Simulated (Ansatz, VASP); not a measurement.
This is a calculation of Y for VASP 6.6.1.

File INCAR:

```
SYSTEM = Y
ALGO = Normal
EDIFF = 1E-7
ENCUT = 520
GGA = PE
ISIF = 2
ISMEAR = -1
LASPH = .True.
LCHARG = .False.
LREAL = .False.
LWAVE = .False.
NBANDS = 12
NELM = 100
PREC = Accurate
SIGMA = 0.05
```

Contents of KPOINTS:

```
k-points
0
Gamma
  9 9 9
  0 0 0
```

The input POSCAR:

```
Y
1.0
    0.0000000000      2.4998949931      2.4998949931
    2.4998949931      0.0000000000      2.4998949931
    2.4998949931      2.4998949931      0.0000000000
Y
1
Direct
    0.0000000000      0.0000000000      0.0000000000
```

Potentials or basis: VASP PAW PBE potentials, release 64 (Y_sv).

Launch:

```bash
$ cat potpaw_PBE.64/Y_sv/POTCAR > POTCAR
$ mpirun -np 1 vasp_std > vasp.out
```

Task: Set up the same calculation for Ansatz 0.2.0. Potentials there: Ansatz PAW.

Result: As run (the cutoff follows the program's own potentials):

The input input.yaml:

```yaml
crystal:
  lattice:
    - [0.0, 2.4998949931, 2.4998949931]
    - [2.4998949931, 0.0, 2.4998949931]
    - [2.4998949931, 2.4998949931, 0.0]
  atoms:
    - { symbol: "Y", position: [0.0, 0.0, 0.0] }
hamiltonian:
  xc: pbe
  pseudopotentials: { kind: paw }
kpoints:
  mp_grid: { grid: [9, 9, 9] }
scf:
  occupations: { method: fermi_dirac, width: 0.05 }
output:
  forces: true
  stress: true
  eigenvalues: true
```

Potentials or basis: Ansatz PAW.

Command:

```bash
$ ansatz run input.yaml --threads 1 --pin off --max-ram 3584MiB --backend cpu --events-out ev --progress --plain --runs-dir out
```

Both were run:

|  | VASP | Ansatz | Ansatz less VASP |
| --- | --- | --- | --- |
| gap on the k mesh at the Fermi level (eV) | none | none | - |
| pressure (GPa) | 1.5 | 1.7 | +0.13 |

A gap of «none» marks a metal or a gap that the smearing closes. The functional is the same, so the differences come from potentials, cutoffs and numerics.
